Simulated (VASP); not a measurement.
# SrTiO3 (Tausonite) (Pm-3m) in VASP: a series of runs

One crystal, SrTiO3 (Tausonite), is run at these levels: PBE, LDA; tasks: relaxation of cell and atoms.

Program: VASP 6.6.1. These are calculated values, not measurements. Logs are shortened: lines on timing, memory, paths and dates and some standing lists are left out, and cuts for length are marked.

## (1) Starting point

The structure is cubic, space group Pm-3m (No. 221). Conventional cell: a = 3.905 Å, b = 3.905 Å, c = 3.905 Å, α = 90.00°, β = 90.00°, γ = 90.00°. Sr (site symmetry m-3m) is surrounded by 12 O at 2.76 Å. Around Ti (site symmetry m-3m) lie 6 O at 1.95 Å. Around O (site symmetry 4/mmm) lie 2 Ti at 1.95 Å.

## (2) Relaxation of cell and atoms, PBE, target pressure 2.3 GPa, at which the enthalpy is minimised

Input file INCAR:

```
SYSTEM = SrTiO3
ALGO = Normal
EDIFF = 1E-6
EDIFFG = -0.01
ENCUT = 600
GGA = PE
IBRION = 2
ISIF = 3
ISMEAR = 0
LASPH = .TRUE.
LCHARG = .FALSE.
LREAL = .FALSE.
LWAVE = .FALSE.
NELM = 80
NSW = 90
PREC = Accurate
PSTRESS = 23.0
SIGMA = 0.03
```

Input file KPOINTS:

```
k-points
0
G
  8 8 8
  0 0 0
```

Input file POSCAR:

```
SrTiO3
1.0
    3.9052800000      0.0000000000      0.0000000000
    0.0000000000      3.9052800000      0.0000000000
    0.0000000000      0.0000000000      3.9052800000
Sr Ti O
1 1 3
Direct
    0.5000000000      0.5000000000      0.5000000000
    0.0000000000      0.0000000000      0.0000000000
    0.5000000000      0.0000000000      0.0000000000
    0.0000000000      0.5000000000      0.0000000000
    0.0000000000      0.0000000000      0.5000000000
```

Potentials or basis: VASP PAW PBE potentials, release 64 (Sr_sv, Ti_sv, O).

Started as:

```console
cat potpaw_PBE.64/Sr_sv/POTCAR potpaw_PBE.64/Ti_sv/POTCAR potpaw_PBE.64/O/POTCAR > POTCAR
mpirun -np 1 vasp_std > vasp.out
```

OUTCAR:

```text
SYSTEM = SrTiO3
   EDIFF = 1E-6
   EDIFFG = -0.01
   ENCUT = 600
   GGA = PE
   IBRION = 2
   ISIF = 3
   ISMEAR = 0
   LASPH = .TRUE.
   LREAL = .FALSE.
   NELM = 80
   NSW = 90
   PREC = Accurate
   PSTRESS = 23.0

 ion  position               nearest neighbor table
   1  0.500  0.500  0.500-   3 2.76   4 2.76   5 2.76   3 2.76   4 2.76   3 2.76   5 2.76   3 2.76
                             4 2.76   5 2.76   4 2.76   5 2.76   2 3.38   2 3.38   2 3.38   2 3.38
   2  0.000  0.000  0.000-   3 1.95   4 1.95   5 1.95   5 1.95   4 1.95   3 1.95   1 3.38   1 3.38
                             1 3.38   1 3.38   1 3.38   1 3.38   1 3.38   1 3.38
   3  0.500  0.000  0.000-   2 1.95   2 1.95   1 2.76   1 2.76   1 2.76   1 2.76
   4  0.000  0.500  0.000-   2 1.95   2 1.95   1 2.76   1 2.76   1 2.76   1 2.76
   5  0.000  0.000  0.500-   2 1.95   2 1.95   1 2.76   1 2.76   1 2.76   1 2.76

  LATTYP: Found a simple cubic cell.
 ALAT       =     3.9052800000

  Lattice vectors:

 A1 = (   3.9052800000,   0.0000000000,   0.0000000000)
 A2 = (   0.0000000000,   3.9052800000,   0.0000000000)
 A3 = (   0.0000000000,   0.0000000000,   3.9052800000)

Analysis of symmetry for initial positions (statically):
=====================================================================
 Subroutine PRICEL returns:
 Original cell was already a primitive cell.

 Routine SETGRP: Setting up the symmetry group for a
 simple cubic supercell.

 Subroutine GETGRP returns: Found 48 space group operations
 (whereof 48 operations were pure point group operations)
 out of a pool of 48 trial point group operations.

The static configuration has the point symmetry O_h .

Analysis of symmetry for dynamics (positions and initial velocities):
=====================================================================
 Subroutine PRICEL returns:
 Original cell was already a primitive cell.

 Routine SETGRP: Setting up the symmetry group for a
 simple cubic supercell.

 Subroutine GETGRP returns: Found 48 space group operations
 (whereof 48 operations were pure point group operations)
 out of a pool of 48 trial point group operations.

The dynamic configuration has the point symmetry O_h .

 Subroutine INISYM returns: Found 48 space group operations
 (whereof 48 operations are pure point group operations),
 and found     1 'primitive' translations

----------------------------------------------------------------------------------------

                                     Primitive cell

  volume of cell :      59.5603

  direct lattice vectors                    reciprocal lattice vectors
     3.905280000  0.000000000  0.000000000     0.256063586  0.000000000  0.000000000
     0.000000000  3.905280000  0.000000000     0.000000000  0.256063586  0.000000000
     0.000000000  0.000000000  3.905280000     0.000000000  0.000000000  0.256063586

  length of vectors
     3.905280000  3.905280000  3.905280000     0.256063586  0.256063586  0.256063586

  position of ions in fractional coordinates (direct lattice)
     0.500000000  0.500000000  0.500000000
     0.000000000  0.000000000  0.000000000
     0.500000000  0.000000000  0.000000000
     0.000000000  0.500000000  0.000000000
     0.000000000  0.000000000  0.500000000

  ion indices of the primitive-cell ions
   primitive index   ion index
                 1           1
                 2           2
                 3           3
                 4           4
                 5           5

----------------------------------------------------------------------------------------

 KPOINTS: k-points

Automatic generation of k-mesh.
 Grid dimensions read from file:
 generate k-points for:    8    8    8

 Generating k-lattice:

  Cartesian coordinates                     Fractional coordinates (reciprocal lattice)
     0.032007948  0.000000000  0.000000000     0.125000000  0.000000000  0.000000000
     0.000000000  0.032007948  0.000000000     0.000000000  0.125000000  0.000000000
     0.000000000  0.000000000  0.032007948     0.000000000  0.000000000  0.125000000

  Length of vectors
     0.032007948  0.032007948  0.032007948

  Shift w.r.t. Gamma in fractional coordinates (k-lattice)
     0.000000000  0.000000000  0.000000000

 Subroutine IBZKPT returns following result:
 ===========================================

 Found     35 irreducible k-points:

 Following reciprocal coordinates:
            Coordinates               Weight
  0.000000  0.000000  0.000000      1.000000
  0.125000  0.000000  0.000000      6.000000
  0.250000  0.000000  0.000000      6.000000
  0.375000  0.000000  0.000000      6.000000
  0.500000  0.000000  0.000000      3.000000
  0.125000  0.125000  0.000000     12.000000
[... 16 lines left out ...]
  0.375000  0.375000  0.125000     24.000000
  0.500000  0.375000  0.125000     24.000000
 [... further k-points ...]
   k-points           NKPTS =     35   k-points in BZ     NKDIM =     35   number of bands    NBANDS=     24
   number of dos      NEDOS =    301   number of ions     NIONS =      5
   total plane-waves  NPLWV =  32768
   dimension x,y,z NGX =    32 NGY =   32 NGZ =   32
   dimension x,y,z NGXF=    64 NGYF=   64 NGZF=   64
   ions per type =               1   1   3
   NGX,Y,Z   is equivalent  to a cutoff of  13.62, 13.62, 13.62 a.u.
   NGXF,Y,Z  is equivalent  to a cutoff of  27.24, 27.24, 27.24 a.u.
 SYSTEM =  SrTiO3
   PREC   = accura    normal or accurate (medium, high low for compatibility)
   ISTART =      0    job   : 0-new  1-cont  2-samecut
   ICHARG =      2    charge: 1-file 2-atom 10-const
   ISPIN  =      1    spin polarized calculation?
   LNONCOLLINEAR =      F non collinear calculations
   LSORBIT =      F    spin-orbit coupling
   LASPH  =      T    aspherical Exc in radial PAW
   ENCUT  =  600.0 eV  44.10 Ry    6.64 a.u.   7.80  7.80  7.80*2*pi/ulx,y,z
   NELM   =     80;   NELMIN=  2; NELMDL= -5     # of ELM steps
   EDIFF  = 0.1E-05   stopping-criterion for ELM
   LREAL  =      F    real-space projection
   EDIFFG = -.1E-01   stopping-criterion for IOM
   NSW    =     90    number of steps for IOM
   IBRION =      2    ionic relax: 0-MD 1-quasi-New 2-CG
   NFREE  =      1    steps in history (QN), initial steepest desc. (CG)
   ISIF   =      3    stress and relaxation
   ISYM   =      2    0-nonsym 1-usesym 2-fastsym
   POTIM  = 0.5000    time-step for ionic-motion
   TEBEG  =    0.0;   TEEND  =   0.0 temperature during run
   PSTRESS=   23.0 pullay stress
   NELECT =      40.0000    total number of electrons
   NUPDOWN=      -1.0000    fix difference up-down
   EMIN   =  10.00;   EMAX   =-10.00  energy-range for DOS
   EFERMI =   0.00;   METHOD = LEGACY
   ISMEAR =     0;   SIGMA  =   0.03  broadening in eV -4-tet -1-fermi 0-gaus
   EFERMI_NEDOS =   21; number of points for ismear=-14 and -15
   IALGO  =     38    algorithm
   IMIX   =      4    mixing-type and parameters
     AMIX     =   0.40;   BMIX     =  1.00
     AMIX_MAG =   1.60;   BMIX_MAG =  1.00
  volume/ion in A,a.u.               =      11.91        80.39
  Fermi-wavevector in a.u.,A,eV,Ry     =   1.433648  2.709203 27.964703  2.055348
  Thomas-Fermi vector in A             =   2.553143
   LORBIT       =      0    0 simple, 1 ext, 2 COOP (PROOUT), +10 PAW based schemes
   GGA     = PE    functional components
   LHFCALC =     F    Hartree Fock is set to
   AEXX    =    0.0000 exact exchange contribution
   IVDW    =     0    specifies the selected vdW correction
   LEPSILON=     F    determine dielectric tensor
   LRPA    =     F    only Hartree local field effects (RPA)
 conjugate gradient relaxation of ions
 non-spin polarized calculation
 Gauss-broadening in eV      SIGMA  =   0.03
  energy-cutoff  :      600.00
  volume of cell :       59.56
 maximum number of plane-waves:      2008
 NGX is ok and might be reduce to    32
   NGX = 15   NGY = 15   NGZ = 15

--------------------------------------- Ionic step        1  -------------------------------------------

 number of electron      39.9999979 magnetization

 Free energy of the ion-electron system (eV)
  ---------------------------------------------------
  ext. energy  EPLUGINS =         0.00000000
  ---------------------------------------------------
  free energy    TOTEN  =       -40.08373149 eV

  energy without entropy =      -40.08373149  energy(sigma->0) =      -40.08373149

------------------------ aborting loop because EDIFF is reached ----------------------------------------

  FORCE on cell =-STRESS in cart. coord.  units (eV):
  Direction    XX          YY          ZZ          XY          YZ          ZX
  --------------------------------------------------------------------------------------
  -------------------------------------------------------------------------------------
  Total        1.7434942      1.7434942      1.7434942     -0.0000000      0.0000000     -0.0000000
  in kB       46.9001847     46.9001847     46.9001847     -0.0000000      0.0000000     -0.0000000
  external PRESSURE =      23.9001847 kB  Pullay stress =      23.0000000 kB

 VOLUME and BASIS-vectors are now :
 -----------------------------------------------------------------------------
  energy-cutoff  :      600.00
  volume of cell :       59.56
      direct lattice vectors                 reciprocal lattice vectors
     3.905280000  0.000000000  0.000000000     0.256063586  0.000000000  0.000000000
     0.000000000  3.905280000  0.000000000     0.000000000  0.256063586  0.000000000
     0.000000000  0.000000000  3.905280000     0.000000000  0.000000000  0.256063586
[... 52 lines left out ...]
  FREE ENERGIE OF THE ION-ELECTRON SYSTEM (eV)
  ---------------------------------------------------
  free  energy   TOTEN  =       -40.1068740227 eV

  energy  without entropy=      -40.1068740227  energy(sigma->0) =      -40.10687402

  enthalpy is  TOTEN    =       -39.2296809857 eV   P V=        0.8771930370

--------------------------------------- Ionic step        3  -------------------------------------------

 number of electron      39.9999975 magnetization

 Free energy of the ion-electron system (eV)
  ---------------------------------------------------
  ext. energy  EPLUGINS =         0.00000000
  ---------------------------------------------------
  free energy    TOTEN  =       -40.10127163 eV

  energy without entropy =      -40.10127163  energy(sigma->0) =      -40.10127163

 E-fermi :   4.3475     XC(G=0): -11.1989

 val. band max:        4.0527374481   @ k =   0.5000   0.5000   0.5000
 cond. band min:       5.8844253952   @ k =   0.0000   0.0000   0.0000
 fundamental gap:      1.8316879471
 Fermi energy:         4.3474695486

 k-point     1 :       0.0000    0.0000    0.0000
  band No.  band energies     occupation
      1     -52.4670      2.00000
      2     -28.7779      2.00000
      3     -28.7049      2.00000
      4     -28.7049      2.00000
      5     -28.7049      2.00000
      6     -13.3259      2.00000
[... 16 lines left out ...]
     23       5.8844      0.00000
     24       8.2630      0.00000
[... 598 lines left out ...]
      2     -28.7946      2.00000
      3     -28.7592      2.00000
      4     -28.7128      2.00000
      5     -28.7098      2.00000
      6     -12.8395      2.00000
[... 16 lines left out ...]
     23       8.1266      0.00000
     24       9.6860      0.00000

 [... further k-points ...]

------------------------ aborting loop because EDIFF is reached ----------------------------------------

  FORCE on cell =-STRESS in cart. coord.  units (eV):
  Direction    XX          YY          ZZ          XY          YZ          ZX
  --------------------------------------------------------------------------------------
  -------------------------------------------------------------------------------------
  Total        0.8560418      0.8560418      0.8560418      0.0000000      0.0000000     -0.0000000
  in kB       22.7213445     22.7213445     22.7213445      0.0000000      0.0000000     -0.0000000
  external PRESSURE =      -0.2786555 kB  Pullay stress =      23.0000000 kB

 VOLUME and BASIS-vectors are now :
 -----------------------------------------------------------------------------
  energy-cutoff  :      600.00
  volume of cell :       60.36
      direct lattice vectors                 reciprocal lattice vectors
     3.922748972 -0.000000000 -0.000000000     0.254923271  0.000000000 -0.000000000
    -0.000000000  3.922748972 -0.000000000     0.000000000  0.254923271 -0.000000000
     0.000000000  0.000000000  3.922748972     0.000000000  0.000000000  0.254923271

 POSITION                                       TOTAL-FORCE (eV/Angst)
 -----------------------------------------------------------------------------------
      1.96137      1.96137      1.96137        -0.000000      0.000000      0.000000
      0.00000      0.00000      0.00000        -0.000000     -0.000000      0.000000
      1.96137     -0.00000     -0.00000        -0.000000     -0.000000      0.000000
     -0.00000      1.96137     -0.00000         0.000000     -0.000000      0.000000
      0.00000      0.00000      1.96137        -0.000000      0.000000      0.000000
 -----------------------------------------------------------------------------------
    total drift:                                0.000000      0.000000     -0.000000

  FREE ENERGIE OF THE ION-ELECTRON SYSTEM (eV)
  ---------------------------------------------------
  free  energy   TOTEN  =       -40.1012716308 eV

  energy  without entropy=      -40.1012716308  energy(sigma->0) =      -40.10127163

  enthalpy is  TOTEN    =       -39.2347312506 eV   P V=        0.8665403802

 reached required accuracy - stopping structural energy minimisation
```

Run time: 97 s. Hardware: 1 thread of Intel Xeon Platinum 8259CL at 2.50GHz (Skylake/Cascade Lake), shared host; peak memory 0.23 GiB.

Results:

```yaml
Free_energy: -40.1013 eV
Relaxed_volume: 12.07 Å³/atom
Relaxed_cell: a = 3.923 Å, b = 3.923 Å, c = 3.923 Å, α = 90.00°, β = 90.00°, γ = 90.00°
Space_group_after_relaxing_to_0.05_Å: Pm-3m (No. 221)
Energy_change_on_relaxing_the_enthalpy_is_what_falls: -3.5 meV/atom
Ionic_steps: 3
Pressure_after_relaxing: 2.3 GPa
Band_gap_on_the_k_mesh: 1.83 eV, indirect (least direct gap 2.19 eV)
```

The path:
| step | energy change (eV) | largest force (eV/Å) | pressure (GPa) | volume (Å³) |
| --- | --- | --- | --- | --- |
| 1 | 0.0000 | 0.0000 | 4.69 | 59.56 |
| 2 | -0.0231 | 0.0000 | 0.17 | 61.11 |
| 3 | -0.0175 | 0.0000 | 2.27 | 60.36 |

Final structure:
```
CELL_PARAMETERS angstrom
3.92275 0.00000 0.00000
0.00000 3.92275 0.00000
0.00000 0.00000 3.92275
ATOMIC_POSITIONS crystal
Sr 0.50000 0.50000 0.50000
Ti 0.00000 0.00000 0.00000
O 0.50000 0.00000 0.00000
O 0.00000 0.50000 0.00000
O 0.00000 0.00000 0.50000
```

Caveat: the cell is relaxed towards a set pressure, so the enthalpy falls and the energy may rise. PBE usually gives volumes a little too large and moduli too small.

[end of part 1 of 2]
